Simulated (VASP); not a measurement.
# Si2W (P1) in VASP: a series of runs

One crystal, Si2W, is run at these levels: PBE, RPBE; tasks: relaxation of cell and atoms.

Everything below comes from runs of VASP 6.6.1. Logs are shortened: lines on timing, memory, paths and dates and some standing lists are left out, and cuts for length are marked.

### 1 The cell of the first run

The typed cell holds 6 atoms: a = 4.511 Å, b = 4.545 Å, c = 4.799 Å, α = 90.49°, β = 119.30°, γ = 92.17°.

### 2 Relaxation of cell and atoms, PBE

The input, INCAR:

```
ALGO     = Normal         # electronic algorithm
EDIFF    = 1E-6           # SCF threshold, eV
EDIFFG   = -0.01          # ionic threshold
ENCUT    = 600            # plane-wave cutoff, eV
GGA      = PE             # functional
IBRION   = 2              # ionic algorithm
ISIF     = 3              # what is computed and relaxed
ISMEAR   = 0              # smearing method
LASPH    = True           # aspherical terms in the spheres
LCHARG   = False          # write CHGCAR
LREAL    = False          # projectors in reciprocal space
LWAVE    = False          # write WAVECAR
NELM     = 60             # most SCF steps
NSW      = 40             # ionic steps
PREC     = Accurate       # precision mode
SIGMA    = 0.05           # smearing width, eV
```

The input, KPOINTS:

```
k-points
0
Gamma
  7 6 7
```

The input, POSCAR:

```
Si2W
1.0
   -3.2501705600      3.1283777800      0.0523641100
    3.2736016100      3.1518088200      0.0712099800
    1.6135266400     -1.6399799700     -4.2118530600
Si W
4 2
Direct
    0.6386846100      0.0155769700      0.2990982200
    0.1632737600      0.4964089700      0.3452507600
    0.3403864600      0.0044321900      0.6754985000
    0.8273079500      0.4961220300      0.6618590800
    0.0252657000      0.9906153700      0.0127168200
    0.5050815200      0.4968444700      0.0055766100
```

Potentials or basis: VASP PAW PBE potentials, release 64 (Si, W_sv).

Started as:

```
cat potpaw_PBE.64/Si/POTCAR potpaw_PBE.64/W_sv/POTCAR > POTCAR
mpirun -np 1 vasp_std > vasp.out
```

OUTCAR:

```text
EDIFF = 1E-6
   EDIFFG = -0.01
   ENCUT = 600
   GGA = PE
   IBRION = 2
   ISIF = 3
   ISMEAR = 0
   LASPH = True
   LREAL = False
   NELM = 60
   NSW = 40
   PREC = Accurate

 ion  position               nearest neighbor table
   1  0.639  0.016  0.299-   5 2.41   6 2.54   3 2.61   4 2.62   6 2.63   5 2.70   3 2.73   3 2.78
                             4 2.85   5 2.99   2 3.08
   2  0.163  0.496  0.345-   6 2.60   4 2.61   4 2.62   3 2.65   5 2.66   3 2.67   5 2.68   6 2.74
                             6 2.76   4 2.86   1 3.08
   3  0.340  0.004  0.675-   6 2.59   1 2.61   5 2.63   2 2.65   2 2.67   5 2.70   6 2.72   1 2.73
                             1 2.78   5 2.78   4 3.10
   4  0.827  0.496  0.662-   2 2.61   2 2.62   1 2.62   5 2.64   6 2.67   6 2.68   6 2.75   5 2.77
                             1 2.85   2 2.86   3 3.10
   5  0.025  0.991  0.013-   1 2.41   3 2.63   4 2.64   2 2.66   2 2.68   3 2.70   1 2.70   4 2.77
                             3 2.78   1 2.99   6 3.11   6 3.17   6 3.19   6 3.34
   6  0.505  0.497  0.006-   1 2.54   3 2.59   2 2.60   1 2.63   4 2.67   4 2.68   3 2.72   2 2.74
                             4 2.75   2 2.76   5 3.11   5 3.17   5 3.19   5 3.34

  LATTYP: Found a triclinic cell.
 ALAT       =     4.7111866538
 B/A-ratio  =     1.0186903607
 C/A-ratio  =     0.9646880192
 COS(alpha) =     0.0085635608
 COS(beta)  =     0.0449651371
 COS(gamma) =     0.5500831704

  Lattice vectors:

 A1 = (  -1.6366439200,   1.4883978100,  -4.1594889500)
 A2 = (   1.6135266400,  -1.6399799700,  -4.2118530600)
 A3 = (  -3.2736016100,  -3.1518088200,  -0.0712099800)

Analysis of symmetry for initial positions (statically):
=====================================================================
 Subroutine PRICEL returns:
 Original cell was already a primitive cell.

 Routine SETGRP: Setting up the symmetry group for a
 triclinic supercell.

 Subroutine GETGRP returns: Found  1 space group operations
 (whereof  1 operations were pure point group operations)
 out of a pool of  2 trial point group operations.

The static configuration has the point symmetry C_1 .

Analysis of symmetry for dynamics (positions and initial velocities):
=====================================================================
 Subroutine PRICEL returns:
 Original cell was already a primitive cell.

 Routine SETGRP: Setting up the symmetry group for a
 triclinic supercell.

 Subroutine GETGRP returns: Found  1 space group operations
 (whereof  1 operations were pure point group operations)
 out of a pool of  2 trial point group operations.

The dynamic configuration has the point symmetry C_1 .

 Subroutine INISYM returns: Found  1 space group operations
 (whereof  1 operations are pure point group operations),
 and found     1 'primitive' translations

----------------------------------------------------------------------------------------

                                     Primitive cell

  volume of cell :      85.7122

  direct lattice vectors                    reciprocal lattice vectors
    -3.250170560  3.128377780  0.052364110    -0.153515784  0.162203645 -0.121968295
     3.273601610  3.151808820  0.071209980     0.152724984  0.158725980 -0.003295841
     1.613526640 -1.639979970 -4.211853060     0.000673534  0.004700193 -0.238997288

  length of vectors
     4.511440812  4.544825321  4.799240431     0.254466861  0.220294621  0.239044450

  position of ions in fractional coordinates (direct lattice)
     0.638684610  0.015576970  0.299098220
     0.163273760  0.496408970  0.345250760
     0.340386460  0.004432190  0.675498500
     0.827307950  0.496122030  0.661859080
     0.025265700  0.990615370  0.012716820
     0.505081520  0.496844470  0.005576610

  ion indices of the primitive-cell ions
   primitive index   ion index
                 1           1
                 2           2
                 3           3
                 4           4
                 5           5
                 6           6

----------------------------------------------------------------------------------------

 KPOINTS: k-points

Automatic generation of k-mesh.
 Grid dimensions read from file:
 generate k-points for:    7    6    7

 Generating k-lattice:

  Cartesian coordinates                     Fractional coordinates (reciprocal lattice)
    -0.021930826  0.023171949 -0.017424042     0.142857143 -0.000000000  0.000000000
     0.025454164  0.026454330 -0.000549307    -0.000000000  0.166666667 -0.000000000
     0.000096219  0.000671456 -0.034142470    -0.000000000  0.000000000  0.142857143

  Length of vectors
     0.036352409  0.036715770  0.034149207

  Shift w.r.t. Gamma in fractional coordinates (k-lattice)
     0.000000000  0.000000000  0.000000000

 Subroutine IBZKPT returns following result:
 ===========================================

 Found    148 irreducible k-points:

 Following reciprocal coordinates:
            Coordinates               Weight
  0.000000  0.000000  0.000000      1.000000
  0.142857 -0.000000  0.000000      2.000000
  0.285714 -0.000000 -0.000000      2.000000
  0.428571  0.000000 -0.000000      2.000000
 -0.000000  0.166667  0.000000      2.000000
  0.142857  0.166667  0.000000      2.000000
[... 16 lines left out ...]
  0.000000 -0.000000  0.142857      2.000000
  0.142857 -0.000000  0.142857      2.000000
 [... further k-points ...]
   k-points           NKPTS =    148   k-points in BZ     NKDIM =    148   number of bands    NBANDS=     26
   number of dos      NEDOS =    301   number of ions     NIONS =      6
   total plane-waves  NPLWV =  51840
   dimension x,y,z NGX =    36 NGY =   36 NGZ =   40
   dimension x,y,z NGXF=    72 NGYF=   72 NGZF=   80
   ions per type =               4   2
   NGX,Y,Z   is equivalent  to a cutoff of  13.27, 13.17, 13.86 a.u.
   NGXF,Y,Z  is equivalent  to a cutoff of  26.53, 26.34, 27.71 a.u.
 SYSTEM =  unknown system
   PREC   = accura    normal or accurate (medium, high low for compatibility)
   ISTART =      0    job   : 0-new  1-cont  2-samecut
   ICHARG =      2    charge: 1-file 2-atom 10-const
   ISPIN  =      1    spin polarized calculation?
   LNONCOLLINEAR =      F non collinear calculations
   LSORBIT =      F    spin-orbit coupling
   LASPH  =      T    aspherical Exc in radial PAW
   ENCUT  =  600.0 eV  44.10 Ry    6.64 a.u.   9.01  9.08  9.59*2*pi/ulx,y,z
   NELM   =     60;   NELMIN=  2; NELMDL= -5     # of ELM steps
   EDIFF  = 0.1E-05   stopping-criterion for ELM
   LREAL  =      F    real-space projection
   EDIFFG = -.1E-01   stopping-criterion for IOM
   NSW    =     40    number of steps for IOM
   IBRION =      2    ionic relax: 0-MD 1-quasi-New 2-CG
   NFREE  =      1    steps in history (QN), initial steepest desc. (CG)
   ISIF   =      3    stress and relaxation
   ISYM   =      2    0-nonsym 1-usesym 2-fastsym
   POTIM  = 0.5000    time-step for ionic-motion
   TEBEG  =    0.0;   TEEND  =   0.0 temperature during run
   PSTRESS=    0.0 pullay stress
   NELECT =      44.0000    total number of electrons
   NUPDOWN=      -1.0000    fix difference up-down
   EMIN   =  10.00;   EMAX   =-10.00  energy-range for DOS
   EFERMI =   0.00;   METHOD = LEGACY
   ISMEAR =     0;   SIGMA  =   0.05  broadening in eV -4-tet -1-fermi 0-gaus
   EFERMI_NEDOS =   21; number of points for ismear=-14 and -15
   IALGO  =     38    algorithm
   IMIX   =      4    mixing-type and parameters
     AMIX     =   0.40;   BMIX     =  1.00
     AMIX_MAG =   1.60;   BMIX_MAG =  1.00
  volume/ion in A,a.u.               =      14.29        96.40
  Fermi-wavevector in a.u.,A,eV,Ry     =   1.310825  2.477101 23.378393  1.718263
  Thomas-Fermi vector in A             =   2.441329
   LORBIT       =      0    0 simple, 1 ext, 2 COOP (PROOUT), +10 PAW based schemes
   GGA     = PE    functional components
   LHFCALC =     F    Hartree Fock is set to
   AEXX    =    0.0000 exact exchange contribution
   IVDW    =     0    specifies the selected vdW correction
   LEPSILON=     F    determine dielectric tensor
   LRPA    =     F    only Hartree local field effects (RPA)
 conjugate gradient relaxation of ions
 non-spin polarized calculation
 Gauss-broadening in eV      SIGMA  =   0.05
  energy-cutoff  :      600.00
  volume of cell :       85.71
 maximum number of plane-waves:      2888
   NGX = 17   NGY = 19   NGZ = 19

--------------------------------------- Ionic step        1  -------------------------------------------

 number of electron      44.0000002 magnetization

 Free energy of the ion-electron system (eV)
  ---------------------------------------------------
  ext. energy  EPLUGINS =         0.00000000
  ---------------------------------------------------
  free energy    TOTEN  =       -48.78504995 eV

  energy without entropy =      -48.78287763  energy(sigma->0) =      -48.78396379

------------------------ aborting loop because EDIFF is reached ----------------------------------------

  FORCE on cell =-STRESS in cart. coord.  units (eV):
  Direction    XX          YY          ZZ          XY          YZ          ZX
  --------------------------------------------------------------------------------------
  -------------------------------------------------------------------------------------
  Total       -1.9968164      3.4735982    -10.9140694     -1.0649428     -3.5653515      0.3551978
  in kB      -37.3255465     64.9303304   -204.0115472    -19.9064724    -66.6454331      6.6395447
  external PRESSURE =     -58.8022544 kB  Pullay stress =       0.0000000 kB
[... 101 lines left out ...]
  FREE ENERGIE OF THE ION-ELECTRON SYSTEM (eV)
  ---------------------------------------------------
  free  energy   TOTEN  =       -49.5013789668 eV

  energy  without entropy=      -49.5008893377  energy(sigma->0) =      -49.50113415

[... ionic steps 4 to 13 ...]

--------------------------------------- Ionic step       14  -------------------------------------------

 number of electron      43.9999998 magnetization

------------------------ aborting loop because EDIFF is reached ----------------------------------------
[... 75 lines left out ...]
--------------------------------------- Ionic step       16  -------------------------------------------

 number of electron      43.9999998 magnetization

 Free energy of the ion-electron system (eV)
  ---------------------------------------------------
  ext. energy  EPLUGINS =         0.00000000
  ---------------------------------------------------
  free energy    TOTEN  =       -49.62516551 eV

  energy without entropy =      -49.62412557  energy(sigma->0) =      -49.62464554

 E-fermi :  11.6563     XC(G=0): -12.4555

 val. band max:       11.6407177269   @ k =   0.1429  -0.0000   0.1429
 cond. band min:      11.6604813811   @ k =  -0.0000  -0.1667   0.4286
 fundamental gap:      0.0197636542
 Fermi energy:        11.6563476568

 k-point     1 :       0.0000    0.0000    0.0000
  band No.  band energies     occupation
      1     -62.1359      2.00000
      2     -62.1222      2.00000
      3     -26.5442      2.00000
      4     -26.5423      2.00000
      5     -26.3852      2.00000
      6     -26.3692      2.00000
[... 685 lines left out ...]
     25      13.6247      0.00000
     26      14.2128      0.00000

 [... further k-points ...]

------------------------ aborting loop because EDIFF is reached ----------------------------------------

  FORCE on cell =-STRESS in cart. coord.  units (eV):
  Direction    XX          YY          ZZ          XY          YZ          ZX
  --------------------------------------------------------------------------------------
  -------------------------------------------------------------------------------------
  Total        0.0094787     -0.0034713     -0.0142304      0.0010062      0.0005935     -0.0045109
  in kB        0.1849518     -0.0677322     -0.2776674      0.0196325      0.0115800     -0.0880180
  external PRESSURE =      -0.0534826 kB  Pullay stress =       0.0000000 kB
[... 21 lines left out ...]
  FREE ENERGIE OF THE ION-ELECTRON SYSTEM (eV)
  ---------------------------------------------------
  free  energy   TOTEN  =       -49.6251655087 eV

  energy  without entropy=      -49.6241255733  energy(sigma->0) =      -49.62464554

 reached required accuracy - stopping structural energy minimisation
```

Wall time 35 min (1 thread of Intel Xeon Platinum 8375C at 2.90GHz (Ice Lake), shared host); peak memory 0.49 GiB.

Results:

```
Free energy                            : -49.6252 eV
Relaxed volume                         : 13.69 Å³/atom
Relaxed cell                           : a = 4.569 Å, b = 4.570 Å, c = 4.547 Å, α = 90.00°, β = 120.15°, γ = 90.00°
Space group after relaxing (to 0.05 Å) : I4/mmm (No. 139)
Energy gained by relaxing              : 140.0 meV/atom
Ionic steps                            : 16
Pressure after relaxing                : 0.0 GPa
Largest force after relaxing           : 0.008 eV/Å
Band gap on the k mesh                 : none (metal or under the smearing width)
```

Forces in eV/Å, atoms in the order of the input:
```
Si   0.005 -0.002  0.001
Si  -0.002  0.003 -0.001
Si   0.000 -0.003  0.005
Si  -0.006  0.003 -0.005
W    0.002 -0.001  0.002
W    0.001  0.000 -0.003
```

Step by step:
```tsv
step	energy change (eV)	largest force (eV/Å)	pressure (GPa)	volume (Å³)
1	0.0000	2.0947	-5.88	85.71
2	-0.5861	1.3042	10.66	79.01
3	-0.7163	1.3978	4.20	80.88
4	-0.7977	0.2821	-4.44	83.94
5	-0.8127	0.4512	-2.22	83.05
6	-0.8343	0.1841	1.12	81.70
7	-0.8360	0.1342	0.38	81.98
8	-0.8388	0.0889	-0.26	82.19
9	-0.8388	0.0887	-0.26	82.19
10	-0.8397	0.0405	0.20	82.03
11	-0.8397	0.0414	0.22	82.02
12	-0.8400	0.0213	-0.12	82.16
13	-0.8400	0.0212	-0.12	82.15
14	-0.8401	0.0137	0.02	82.10
15	-0.8401	0.0136	0.02	82.10
16	-0.8401	0.0084	-0.01	82.11
```

Final structure:
```cif
data_structure
_symmetry_space_group_name_H-M 'P 1'
_symmetry_Int_Tables_number 1
_cell_length_a 4.5690
_cell_length_b 4.5704
_cell_length_c 4.5475
_cell_angle_alpha 90.004
_cell_angle_beta 120.155
_cell_angle_gamma 89.996
_cell_volume 82.11
loop_
_atom_site_label
_atom_site_type_symbol
_atom_site_fract_x
_atom_site_fract_y
_atom_site_fract_z
_atom_site_occupancy
Si1 Si 0.66536 0.99996 0.33036 1
Si2 Si 0.16498 0.49999 0.33025 1
Si3 Si 0.33504 0.00004 0.66982 1
Si4 Si 0.83459 0.50004 0.66958 1
W1 W 0.00011 0.99999 0.00005 1
W2 W 0.49993 0.49998 0.99994 1
```

The run has no spin-orbit coupling, so splittings on W are missing.

### 3 Relaxation of cell and atoms, RPBE

The input, INCAR:

```
PREC = Accurate ; ENCUT = 600
EDIFF = 1E-6 ; ISMEAR = 0
SIGMA = 0.05 ; LREAL = False
LASPH = True ; NELM = 80
ALGO = Normal ; ISIF = 3
LWAVE = False ; LCHARG = False
GGA = RP ; IBRION = 2
NSW = 60 ; EDIFFG = -0.005
```

The input, KPOINTS:

```
regular mesh
0
Gamma
  7 6 7
```

POSCAR is that of step 2.

Potentials or basis: VASP PAW PBE potentials, release 64 (Si, W_sv).

Started as:

```
cat potpaw_PBE.64/Si/POTCAR potpaw_PBE.64/W_sv/POTCAR > POTCAR
mpirun -np 1 vasp_std > vasp.out
```

Run time: 34 min. Hardware: 1 thread of Intel Xeon Platinum 8375C at 2.90GHz (Ice Lake), shared host; peak memory 0.49 GiB.

It converged, with:

```yaml
Free_energy: -47.3046 eV
Relaxed_volume: 13.83 Å³/atom
Relaxed_cell: a = 4.586 Å, b = 4.588 Å, c = 4.562 Å, α = 90.00°, β = 120.17°, γ = 90.01°
Space_group_after_relaxing_to_0.05_Å: I4/mmm (No. 139)
Energy_gained_by_relaxing: 134.6 meV/atom
Ionic_steps: 19
Pressure_after_relaxing: 0.0 GPa
Largest_force_after_relaxing: 0.003 eV/Å
Band_gap_on_the_k_mesh: none (metal or under the smearing width)
```

Forces in eV/Å, atoms in the order of the input:
```
Si   0.001 -0.002  0.002
Si  -0.001  0.001 -0.001
Si   0.000 -0.002  0.002
Si   0.000  0.002 -0.001
W    0.001  0.002  0.000
W   -0.001 -0.001 -0.002
```

The path:
| step | energy change (eV) | largest force (eV/Å) | pressure (GPa) | volume (Å³) |
| --- | --- | --- | --- | --- |
| 1 | 0.0000 | 2.1676 | -3.71 | 85.71 |
| 2 | -0.6325 | 1.1327 | 5.93 | 81.29 |
| 3 | -0.7064 | 1.2443 | 2.45 | 82.34 |
| 4 | -0.7848 | 0.2620 | -3.12 | 84.30 |
| 5 | -0.7874 | 0.3207 | -2.35 | 84.00 |
| 6 | -0.7979 | 0.2120 | 2.03 | 82.23 |
| 7 | -0.8036 | 0.1304 | 0.35 | 82.88 |
| 8 | -0.8063 | 0.0837 | -0.08 | 83.02 |
| 9 | -0.8063 | 0.0822 | -0.11 | 83.03 |
| 10 | -0.8072 | 0.0404 | 0.09 | 82.97 |
| 11 | -0.8072 | 0.0381 | 0.13 | 82.95 |
| 12 | -0.8074 | 0.0180 | -0.15 | 83.06 |
| 13 | -0.8074 | 0.0182 | -0.14 | 83.05 |
| 14 | -0.8075 | 0.0122 | 0.08 | 82.97 |
| 15 | -0.8075 | 0.0121 | 0.04 | 82.99 |
| 16 | -0.8075 | 0.0123 | 0.03 | 82.99 |
| 17 | -0.8075 | 0.0075 | 0.00 | 83.00 |
| 18 | -0.8075 | 0.0059 | -0.02 | 83.01 |
| 19 | -0.8075 | 0.0034 | 0.01 | 82.99 |

Final structure:
```cif
data_structure
_symmetry_space_group_name_H-M 'P 1'
_symmetry_Int_Tables_number 1
_cell_length_a 4.5863
_cell_length_b 4.5877
_cell_length_c 4.5624
_cell_angle_alpha 89.998
_cell_angle_beta 120.168
_cell_angle_gamma 90.005
_cell_volume 82.99
loop_
_atom_site_label
_atom_site_type_symbol
_atom_site_fract_x
_atom_site_fract_y
_atom_site_fract_z
_atom_site_occupancy
Si1 Si 0.66532 0.00000 0.33050 1
Si2 Si 0.16515 0.50000 0.33041 1
Si3 Si 0.33486 0.00003 0.66960 1
Si4 Si 0.83471 0.49998 0.66952 1
W1 W 0.00001 0.99998 0.00001 1
W2 W 0.49996 0.50001 0.99996 1
```

Levels at points of the mesh, in eV from the Fermi level:
| k point | band 18 | band 19 | band 20 | band 21 | band 22 | band 23 | band 24 | band 25 | band 26 |
| --- | --- | --- | --- | --- | --- | --- | --- | --- | --- |
| (0.00, 0.00, 0.00) | -3.05 | -2.69 | -2.69 | -1.70 | 0.67 | 2.69 | 2.81 | 2.97 | 3.06 |
| (0.00, 0.50, 0.00) | -3.04 | -2.64 | -2.64 | -1.86 | -1.86 | 3.09 | 3.09 | 3.10 | 3.10 |

Caveat: the PAW data sets were made with another functional, which shifts forces and pressure a little. Spin-orbit coupling is left out, which matters for the levels of W.
